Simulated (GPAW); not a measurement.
Input of a GPAW 26.7.0 run:

The input run.py:

```python
from ase.dft.bandgap import bandgap
from ase.io import read, write
from gpaw import GPAW, PW

atoms = read('CsPbCl3.cif')

calc = GPAW(mode=PW(600),
            xc='TB09',
            kpts={'size': (4, 4, 4), 'gamma': True},
            occupations={'name': 'fermi-dirac', 'width': 0.05},
            nbands=37,
            convergence={'density': 1e-05, 'energy': 1e-05},
            eigensolver='cg',
            maxiter=150,
            txt='gpaw.txt')
atoms.calc = calc
energy = atoms.get_potential_energy()
calc.write('gs.gpw')
write('result.traj', atoms)
print('Fermi level:', round(calc.get_fermi_level(), 4), 'eV')
print(f'Gap: {bandgap(calc)[0]:.4f} eV, direct: {bandgap(calc, direct=True)[0]:.4f} eV')
```

CsPbCl3.cif

```cif
data_CsPbCl3
_cell_length_a 5.60500000
_cell_length_b 5.60500000
_cell_length_c 5.60500000
_cell_angle_alpha 90.00000000
_cell_angle_beta 90.00000000
_cell_angle_gamma 90.00000000
_space_group_name_H-M_alt 'P1'
_space_group_name_Hall 'P 1'
_space_group_IT_number 1
loop_
_space_group_symop_operation_xyz
'x,y,z'
loop_
_atom_site_label
_atom_site_type_symbol
_atom_site_symmetry_multiplicity
_atom_site_Wyckoff_symbol
_atom_site_fract_x
_atom_site_fract_y
_atom_site_fract_z
_atom_site_occupancy
Pb1 Pb 1 a 0.5000000000 0.5000000000 0.5000000000 1
Cs1 Cs 1 a 0.0000000000 0.0000000000 0.0000000000 1
Cl1 Cl 1 a 0.5000000000 0.0000000000 0.5000000000 1
Cl2 Cl 1 a 0.0000000000 0.5000000000 0.5000000000 1
Cl3 Cl 1 a 0.5000000000 0.5000000000 0.0000000000 1
```

Potentials or basis: GPAW PAW data sets for LDA (gpaw-data 1.2.1), pw.

Launch:

```console
$ OMP_NUM_THREADS=1 python run.py
```

Question: What does it give for the band gap on the k mesh?

Answer: 2.86 eV, direct.

Caveat: a model potential gives levels but no total energy; spin-orbit coupling is left out, which as a rule narrows the gap of such compounds by several tenths of an eV. A k mesh can miss the band edges.
